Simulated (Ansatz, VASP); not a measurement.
**AlCu2: VASP beside Ansatz**

File INCAR:

```
SYSTEM = AlCu2
PREC     = Accurate       ! precision mode
ENCUT    = 520            ! plane-wave cutoff, eV
EDIFF    = 1E-6           ! SCF threshold, eV
ISMEAR   = 0              ! smearing method
SIGMA    = 0.1            ! smearing width, eV
LREAL    = .FALSE.        ! projectors in reciprocal space
LASPH    = .TRUE.         ! aspherical terms in the spheres
NELM     = 100            ! most SCF steps
ALGO     = Fast           ! electronic algorithm
ISIF     = 2              ! what is computed and relaxed
LWAVE    = .FALSE.        ! write WAVECAR
LCHARG   = .FALSE.        ! write CHGCAR
GGA      = PE             ! functional
NBANDS   = 20             ! bands
```

Contents of KPOINTS:

```
Automatic mesh
0
G
  10 10 18
  0 0 0
```

The input POSCAR:

```
AlCu2
1.0
    4.7988162344      0.0000000000      0.0000000000
    0.0000000000      4.7988162344      0.0000000000
    0.0000000000      0.0000000000      2.5058111862
Al Cu
1 2
Direct
    0.0000000000      0.0000000000      0.0000000000
    0.0000000000      0.5000000000      0.0000000000
    0.5000000000      0.0000000000      0.0000000000
```

Input for Ansatz:

```yaml
crystal:
  lattice:
    - [4.7988162344, 0.0, 0.0]
    - [0.0, 4.7988162344, 0.0]
    - [0.0, 0.0, 2.5058111862]
  atoms:
    - { symbol: Al, position: [0.0, 0.0, 0.0] }
    - { symbol: Cu, position: [0.0, 0.5, 0.0] }
    - { symbol: Cu, position: [0.5, 0.0, 0.0] }
basis:
  ecutwfc: 420
kpoints:
  mp_grid: { grid: [10, 10, 18] }
  band_path:
    path:
      - [[0.0, 0.0, 0.0], [0.0, 0.5, 0.0], [0.5, 0.5, 0.0], [0.0, 0.0, 0.0], [0.0, 0.0, 0.5], [0.0, 0.5, 0.5], [0.5, 0.5, 0.5], [0.0, 0.0, 0.5]]
      - [[0.0, 0.5, 0.0], [0.0, 0.5, 0.5]]
      - [[0.5, 0.5, 0.0], [0.5, 0.5, 0.5]]
    npoints: 14
hamiltonian:
  xc: pbe
scf:
  occupations: { method: gaussian, width: 0.1 }
  n_extra_bands: 7
output:
  forces: true
  stress: true
  eigenvalues: true
  populations: true
  dos: { projected: true, de: 0.02, nscf_kmesh: { grid: [12, 12, 22] } }
  bader: true
  write_density: true
  write_potential: true
  elf: true
  volumetric_format: npy
```

The cell was built by a generator and needn't be a form met in nature.

Alike in both runs: task single point; functional PBE; k mesh 10 × 10 × 18; occupations gaussian, width 0.1 eV; no spin polarisation.

```csv
,VASP,Ansatz
version,VASP 6.6.1,Ansatz 0.2.0
potentials or method,"VASP PAW PBE potentials, release 64 (Al, Cu)","scalar-relativistic, plane waves, PAW"
plane-wave cutoff (eV),520,420
valence electrons in the cell,25,41
```

```tsv
	VASP	Ansatz	Ansatz less VASP
gap on the k mesh at the Fermi level (eV)	none	none	-
pressure (GPa)	0.0	0.0	+0.01
```

A gap of «none» marks a metal or a gap that the smearing closes. The two sets of potentials don't hold the same shells in valence.
